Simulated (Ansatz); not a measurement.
Crystal: I.

```
I
1.0
     3.63503   -2.39502    0.00000
     3.63503    2.39502    0.00000
     0.00000    0.00000    9.79344
I
4
Cartesian
  3.6350 -0.7152 3.7646
  3.6350 1.6799 1.1321
  3.6350 0.7152 6.0288
  3.6350 -1.6799 8.6613
```

Base run:

* Program: Ansatz 0.2.0
* Functional: r2SCANh
* Potentials or basis: Ansatz PAW
* Cutoff: 500 eV (not typed: the program's choice for these potentials)
* k mesh: 4 × 4 × 2
* Occupations: fermi-dirac, width 0.05 eV
* Spin: no spin polarisation

Its results: band gap on the k mesh 2.09 eV, indirect (least direct gap 2.29 eV); pressure 1.0 GPa; largest force 0.426 eV/Å.

The run is repeated on the same cell with these changes: functional from r2SCANh to r2SCAN0. What comes out?

Band gap on the k mesh 2.98 eV, indirect (least direct gap 3.23 eV); pressure 0.7 GPa; largest force 0.144 eV/Å.

Caveats: spin-orbit coupling is left out, which moves the levels of the heavy elements; the PAW data sets come from PBE, with cores solved anew for the run's functional, which leaves a small shift of forces and pressure; the thresholds are loose for stress.
